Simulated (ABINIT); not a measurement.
An input for ABINIT 10.8.3 (GaN (P6_3mc)):

```
acell 3*1.0 Angstrom
rprim 
  3.190000000016 -0.000000000004 0.000000000000
  -1.595000000005 2.762621038088 0.000000000000
  0.000000000000 0.000000000000 5.189000000000
ntypat 2
znucl 31 7
natom 4
typat 1 1 2 2
xred 
  0.666666666667 0.333333333333 0.000000000000
  0.333333333333 0.666666666667 0.500000000000
  0.666666666667 0.333333333333 0.375000000000
  0.333333333333 0.666666666667 0.875000000000
pp_dirpath "pseudos"
pseudos "Ga.upf, N.upf"
ecut 45
ngkpt 6 6 4
nshiftk 1
shiftk 0 0 0
kptopt 1
chksymbreak 0
nband 32
occopt 1
tolvrs 1e-10
nstep 60
prtwf 0
optforces 0
optstress 0
indata_prefix "in"
outdata_prefix "out"
tmpdata_prefix "tmp"
```

The database entry behind the starting cell has ideal inner coordinates that were not refined, so it need not match the best structure at ambient conditions.

```sh
OMP_NUM_THREADS=1 mpirun -n 8 abinit run.abi > log
```

Q: How long will it take on 8 MPI ranks of Arm Neoverse N1, shared host, and how much memory?

It took 37 s; on shared hardware allow 18 s to 73 s. Peak host memory was 0.67 GiB.

[Paths, hosts, dates, memory and timing lines, banners, echoed tables and standing remarks are left out of the program output.]

[Logs are printed without paths, hosts, clocks, repeated set-up lines and the standing remarks that a program may print on its own settings, such as how far it seeks lower states.]

[Runs of the session that timed out or met a known fault of the program may be left out.]

[Hosts, paths, dates, database ids (printed as entryN), source tags and the programs' standing remarks are cut or masked in the printed files.]

[G0W0 gaps are taken among the corrected bands and points alone; a level outside them can change the order at an edge.]

[Where Ansatz stands beside ABINIT at settings called matched, ABINIT's density can come from a denser mesh and the files from another edition; pairs whose starting gaps differed by over 0.03 eV were left out, so agreement reads better than it is.]
